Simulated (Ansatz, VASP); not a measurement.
# One calculation of CdTe, two programs

```
CELL_PARAMETERS angstrom
3.16312 3.16312 0.00000
-3.16312 3.16312 0.00000
0.00000 3.16312 3.16312
ATOMIC_POSITIONS crystal
Cd 0.00000 0.00000 0.00000
Te 0.75000 0.25000 0.50000
```

Alike in both runs: task single point; functional LDA; k mesh 6 × 6 × 6; no spin polarisation.

|  | VASP | Ansatz |
| --- | --- | --- |
| version | VASP 6.6.1 | Ansatz 0.2.0 |
| potentials or method | VASP PAW LDA potentials, release 64 (Cd, Te), cutoff 520 eV | all-electron LAPW, scalar-relativistic |
| occupations | gaussian, width 0.01 eV | fixed |

Ansatz gave:

- gap on the k mesh at the Fermi level (eV): 0.73
- pressure (GPa): 2.0

**Question.** What did VASP give for the same quantities?

**Answer.** gap on the k mesh at the Fermi level (eV): 0.77; pressure (GPa): 2.3.

Ansatz ran all-electron here, so the differences hold the error of VASP's frozen core and of both bases.

Caveats: spin-orbit coupling is left out, which moves the levels of the heavy elements. A hybrid or GW would open this gap; LDA tends to underestimate it.
